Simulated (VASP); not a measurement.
# CsI (Pm-3m) in VASP: notebook

The runs below take CsI through relaxation of cell and atoms, single point, electron localisation function, with SCAN+D3(BJ), PBEsol, PBE+MBD-FI, revPBE+D3.

All numbers are computed with VASP 6.6.1; they aren't measurements. Logs are shortened: lines on timing, memory, paths and dates and some standing lists are left out, and cuts for length are marked.

**1. The crystal as given**

Symmetry: Pm-3m, No. 221, cubic system. Conventional cell: a = 4.567 Å, b = 4.567 Å, c = 4.567 Å, α = 90.00°, β = 90.00°, γ = 90.00°. Around Cs (site symmetry m-3m) lie 8 I at 3.95 Å. Around I (site symmetry m-3m) lie 8 Cs at 3.95 Å.

**2. Relaxation of cell and atoms, SCAN+D3(BJ)**

Contents of INCAR:

```
SYSTEM = CsI
ALGO = Normal ; EDIFF = 1E-6
EDIFFG = -0.02 ; ENCUT = 600
IBRION = 2 ; ISIF = 3
ISMEAR = -1 ; IVDW = 12
LASPH = .True. ; LCHARG = .False.
LMIXTAU = .True. ; LREAL = .False.
LWAVE = .False. ; METAGGA = SCAN
NELM = 60 ; NSW = 40
PREC = Accurate ; SIGMA = 0.02
```

Contents of KPOINTS:

```
k-points
0
Gamma
  6 6 6
  0 0 0
```

Contents of POSCAR:

```
CsI
1.0
    4.5667000000      0.0000000000      0.0000000000
    0.0000000000      4.5667000000      0.0000000000
    0.0000000000      0.0000000000      4.5667000000
Cs I
1 1
Direct
    0.0000000000      0.0000000000      0.0000000000
    0.5000000000      0.5000000000      0.5000000000
```

Potentials or basis: VASP PAW PBE potentials, release 64 (Cs_sv, I).

Run with:

```
cat potpaw_PBE.64/Cs_sv/POTCAR potpaw_PBE.64/I/POTCAR > POTCAR
mpirun -np 1 vasp_std > vasp.out
```

OUTCAR:

```text
SYSTEM = CsI
   EDIFF = 1E-6
   EDIFFG = -0.02
   ENCUT = 600
   IBRION = 2
   ISIF = 3
   ISMEAR = -1
   IVDW = 12
   LASPH = .True.
   LREAL = .False.
   METAGGA = SCAN
   NELM = 60
   NSW = 40
   PREC = Accurate
 IVDW          = 12

 ion  position               nearest neighbor table
   1  0.000  0.000  0.000-
   2  0.500  0.500  0.500-

  LATTYP: Found a simple cubic cell.
 ALAT       =     4.5667000000

  Lattice vectors:

 A1 = (   4.5667000000,   0.0000000000,   0.0000000000)
 A2 = (   0.0000000000,   4.5667000000,   0.0000000000)
 A3 = (   0.0000000000,   0.0000000000,   4.5667000000)

Analysis of symmetry for initial positions (statically):
=====================================================================
 Subroutine PRICEL returns:
 Original cell was already a primitive cell.

 Routine SETGRP: Setting up the symmetry group for a
 simple cubic supercell.

 Subroutine GETGRP returns: Found 48 space group operations
 (whereof 48 operations were pure point group operations)
 out of a pool of 48 trial point group operations.

The static configuration has the point symmetry O_h .

Analysis of symmetry for dynamics (positions and initial velocities):
=====================================================================
 Subroutine PRICEL returns:
 Original cell was already a primitive cell.

 Routine SETGRP: Setting up the symmetry group for a
 simple cubic supercell.

 Subroutine GETGRP returns: Found 48 space group operations
 (whereof 48 operations were pure point group operations)
 out of a pool of 48 trial point group operations.

The dynamic configuration has the point symmetry O_h .

 Subroutine INISYM returns: Found 48 space group operations
 (whereof 48 operations are pure point group operations),
 and found     1 'primitive' translations

----------------------------------------------------------------------------------------

                                     Primitive cell

  volume of cell :      95.2374

  direct lattice vectors                    reciprocal lattice vectors
     4.566700000  0.000000000  0.000000000     0.218976504  0.000000000  0.000000000
     0.000000000  4.566700000  0.000000000     0.000000000  0.218976504  0.000000000
     0.000000000  0.000000000  4.566700000     0.000000000  0.000000000  0.218976504

  length of vectors
     4.566700000  4.566700000  4.566700000     0.218976504  0.218976504  0.218976504

  position of ions in fractional coordinates (direct lattice)
     0.000000000  0.000000000  0.000000000
     0.500000000  0.500000000  0.500000000

  ion indices of the primitive-cell ions
   primitive index   ion index
                 1           1
                 2           2

----------------------------------------------------------------------------------------

 KPOINTS: k-points

Automatic generation of k-mesh.
 Grid dimensions read from file:
 generate k-points for:    6    6    6

 Generating k-lattice:

  Cartesian coordinates                     Fractional coordinates (reciprocal lattice)
     0.036496084  0.000000000  0.000000000     0.166666667  0.000000000  0.000000000
     0.000000000  0.036496084  0.000000000     0.000000000  0.166666667  0.000000000
     0.000000000  0.000000000  0.036496084     0.000000000  0.000000000  0.166666667

  Length of vectors
     0.036496084  0.036496084  0.036496084

  Shift w.r.t. Gamma in fractional coordinates (k-lattice)
     0.000000000  0.000000000  0.000000000

 Subroutine IBZKPT returns following result:
 ===========================================

 Found     20 irreducible k-points:

 Following reciprocal coordinates:
            Coordinates               Weight
  0.000000  0.000000  0.000000      1.000000
  0.166667  0.000000  0.000000      6.000000
  0.333333  0.000000  0.000000      6.000000
  0.500000  0.000000  0.000000      3.000000
  0.166667  0.166667  0.000000     12.000000
  0.333333  0.166667  0.000000     24.000000
[... 12 lines left out ...]
  0.500000  0.500000  0.333333      6.000000
  0.500000  0.500000  0.500000      1.000000
   k-points           NKPTS =     20   k-points in BZ     NKDIM =     20   number of bands    NBANDS=     12
   number of dos      NEDOS =    301   number of ions     NIONS =      2
   total plane-waves  NPLWV =  46656
   dimension x,y,z NGX =    36 NGY =   36 NGZ =   36
   dimension x,y,z NGXF=    72 NGYF=   72 NGZF=   72
   ions per type =               1   1
   NGX,Y,Z   is equivalent  to a cutoff of  13.11, 13.11, 13.11 a.u.
   NGXF,Y,Z  is equivalent  to a cutoff of  26.21, 26.21, 26.21 a.u.
 SYSTEM =  CsI
   PREC   = accura    normal or accurate (medium, high low for compatibility)
   ISTART =      0    job   : 0-new  1-cont  2-samecut
   ICHARG =      2    charge: 1-file 2-atom 10-const
   ISPIN  =      1    spin polarized calculation?
   LNONCOLLINEAR =      F non collinear calculations
   LSORBIT =      F    spin-orbit coupling
   LASPH  =      T    aspherical Exc in radial PAW
   ENCUT  =  600.0 eV  44.10 Ry    6.64 a.u.   9.12  9.12  9.12*2*pi/ulx,y,z
   NELM   =     60;   NELMIN=  2; NELMDL= -5     # of ELM steps
   EDIFF  = 0.1E-05   stopping-criterion for ELM
   LREAL  =      F    real-space projection
   EDIFFG = -.2E-01   stopping-criterion for IOM
   NSW    =     40    number of steps for IOM
   IBRION =      2    ionic relax: 0-MD 1-quasi-New 2-CG
   NFREE  =      1    steps in history (QN), initial steepest desc. (CG)
   ISIF   =      3    stress and relaxation
   ISYM   =      2    0-nonsym 1-usesym 2-fastsym
   POTIM  = 0.5000    time-step for ionic-motion
   TEBEG  =    0.0;   TEEND  =   0.0 temperature during run
   PSTRESS=    0.0 pullay stress
   NELECT =      16.0000    total number of electrons
   NUPDOWN=      -1.0000    fix difference up-down
   EMIN   =  10.00;   EMAX   =-10.00  energy-range for DOS
   EFERMI =   0.00;   METHOD = LEGACY
   ISMEAR =    -1;   SIGMA  =   0.02  broadening in eV -4-tet -1-fermi 0-gaus
   EFERMI_NEDOS =   21; number of points for ismear=-14 and -15
   IALGO  =     38    algorithm
   IMIX   =      4    mixing-type and parameters
     AMIX     =   0.40;   BMIX     =  1.00
     AMIX_MAG =   1.60;   BMIX_MAG =  1.00
  volume/ion in A,a.u.               =      47.62       321.35
  Fermi-wavevector in a.u.,A,eV,Ry     =   0.903328  1.707043 11.102385  0.816002
  Thomas-Fermi vector in A             =   2.026641
   LORBIT       =      0    0 simple, 1 ext, 2 COOP (PROOUT), +10 PAW based schemes
   METAGGA = SCAN    functional components
   LHFCALC =     F    Hartree Fock is set to
   AEXX    =    0.0000 exact exchange contribution
   IVDW    =    12    specifies the selected vdW correction
   LEPSILON=     F    determine dielectric tensor
   LRPA    =     F    only Hartree local field effects (RPA)
 conjugate gradient relaxation of ions
 non-spin polarized calculation
  energy-cutoff  :      600.00
  volume of cell :       95.24
 maximum number of plane-waves:      3191
   NGX = 19   NGY = 19   NGZ = 19

 number of electron      16.0000003 magnetization

 Free energy of the ion-electron system (eV)
  ---------------------------------------------------
  ext. energy  EPLUGINS =         0.00000000
  ---------------------------------------------------
  free energy    TOTEN  =       -77.96535849 eV

  energy without entropy =      -77.96535849  energy(sigma->0) =      -77.96535849

 E-fermi :   0.9709     XC(G=0):  -8.1636

 val. band max:        0.5052984483   @ k =   0.5000   0.5000   0.0000
 cond. band min:       5.0494339172   @ k =   0.0000   0.0000   0.0000
 fundamental gap:      4.5441354689
 Fermi energy:         0.9709167788

 k-point     1 :       0.0000    0.0000    0.0000
  band No.  band energies     occupation
      1     -20.5327      2.00000
      2     -10.5211      2.00000
      3      -6.7955      2.00000
      4      -6.7955      2.00000
      5      -6.7955      2.00000
      6       0.4158      2.00000
      7       0.4158      2.00000
      8       0.4158      2.00000
      9       5.0494      0.00000
     10       5.1029      0.00000
     11       5.1029      0.00000
     12       8.9411      0.00000

 k-point     2 :       0.1667    0.0000    0.0000
  band No.  band energies     occupation
      1     -20.5263      2.00000
      2     -10.5235      2.00000
      3      -6.8329      2.00000
      4      -6.7796      2.00000
      5      -6.7796      2.00000
      6      -0.0423      2.00000
      7       0.3797      2.00000
      8       0.3797      2.00000
      9       5.2740      0.00000
     10       5.5586      0.00000
     11       5.7898      0.00000
     12       8.8517      0.00000

 k-point     3 :       0.3333    0.0000    0.0000
  band No.  band energies     occupation
      1     -20.5134      2.00000
      2     -10.5307      2.00000
      3      -6.8956      2.00000
      4      -6.7473      2.00000
      5      -6.7473      2.00000
      6      -0.7540      2.00000
      7       0.3051      2.00000
      8       0.3051      2.00000
      9       5.7435      0.00000
     10       6.7470      0.00000
     11       7.1290      0.00000
     12       8.6152      0.00000
[... 226 lines left out ...]
 k-point    19 :       0.5000    0.5000    0.3333
  band No.  band energies     occupation
      1     -20.4675      2.00000
      2     -10.2587      2.00000
      3      -7.0772      2.00000
      4      -7.0772      2.00000
      5      -6.9628      2.00000
      6      -0.7065      2.00000
      7      -0.7065      2.00000
      8      -0.5429      2.00000
      9       7.1309      0.00000
     10       7.7559      0.00000
     11       7.7559      0.00000
     12       8.2542      0.00000

 k-point    20 :       0.5000    0.5000    0.5000
  band No.  band energies     occupation
      1     -20.4621      2.00000
      2     -10.2299      2.00000
      3      -7.0477      2.00000
      4      -7.0477      2.00000
      5      -7.0477      2.00000
      6      -0.8142      2.00000
      7      -0.8142      2.00000
      8      -0.8142      2.00000
      9       8.2245      0.00000
     10       8.2245      0.00000
     11       8.2245      0.00000
     12       9.0300      0.00000

------------------------ aborting loop because EDIFF is reached ----------------------------------------

 Edisp (eV)   -0.12429

 E6    (eV) :    -0.1243

 E8    (eV) :     0.0000

  FORCE on cell =-STRESS in cart. coord.  units (eV):
  Direction    XX          YY          ZZ          XY          YZ          ZX
  --------------------------------------------------------------------------------------
  -------------------------------------------------------------------------------------
  Total      -0.00156    -0.00156    -0.00156    -0.00000    -0.00000    -0.00000
  in kB      -0.02619    -0.02619    -0.02619    -0.00000    -0.00000    -0.00000
  external pressure =       -0.03 kB  Pullay stress =        0.00 kB

 VOLUME and BASIS-vectors are now :
 -----------------------------------------------------------------------------
  energy-cutoff  :      600.00
  volume of cell :       95.24
      direct lattice vectors                 reciprocal lattice vectors
     4.566700000  0.000000000  0.000000000     0.218976504  0.000000000  0.000000000
     0.000000000  4.566700000  0.000000000     0.000000000  0.218976504  0.000000000
     0.000000000  0.000000000  4.566700000     0.000000000  0.000000000  0.218976504

 POSITION                                       TOTAL-FORCE (eV/Angst)
 -----------------------------------------------------------------------------------
      0.00000      0.00000      0.00000         0.000000      0.000000      0.000000
      2.28335      2.28335      2.28335         0.000000      0.000000      0.000000
 -----------------------------------------------------------------------------------
    total drift:                                0.000000      0.000000      0.000000

  FREE ENERGIE OF THE ION-ELECTRON SYSTEM (eV)
  ---------------------------------------------------
  free  energy   TOTEN  =       -78.0896442710 eV

  energy  without entropy=      -78.0896442710  energy(sigma->0) =      -78.08964427

 reached required accuracy - stopping structural energy minimisation
```

It took 82 s on 1 thread of Intel Xeon 6975P-C (Granite Rapids), shared host; peak memory 0.21 GiB.

Results:

| Quantity | Value |
| --- | --- |
| Free energy | -78.0896 eV |
| Pressure after relaxing | 0.0 GPa |
| Band gap on the k mesh | 4.54 eV, indirect (least direct gap 4.63 eV) |
| Dispersion energy per atom | -0.062 eV |

Final structure:
```xyz
2
Lattice="4.5667 0.0000 0.0000 0.0000 4.5667 0.0000 0.0000 0.0000 4.5667" Properties=species:S:1:pos:R:3 pbc="T T T"
Cs    0.0000    0.0000    0.0000
I     2.2833    2.2833    2.2833
```

Levels at points of the mesh, in eV from the valence-band top:
```
           k point  band 4  band 5  band 6  band 7  band 8  band 9  band 10  band 11  band 12
(0.00, 0.00, 0.00)   -7.30   -7.30   -0.09   -0.09   -0.09    4.54     4.60     4.60     8.44
(0.50, 0.00, 0.00)   -7.24   -7.24   -1.56   -0.24   -0.24    5.64     7.11     7.31     7.35
(0.50, 0.50, 0.00)   -7.67   -7.20   -0.88   -0.88    0.00    4.73     5.51     6.69     6.69
(0.50, 0.50, 0.50)   -7.55   -7.55   -1.32   -1.32   -1.32    7.72     7.72     7.72     8.52
```

Caveat: the relaxation stopped at its first step, so nothing moved; the PAW data sets were made with another functional, which shifts forces and pressure a little; spin-orbit coupling is left out, which moves the levels of the heavy elements.

(Continued in part 2 of 3.)
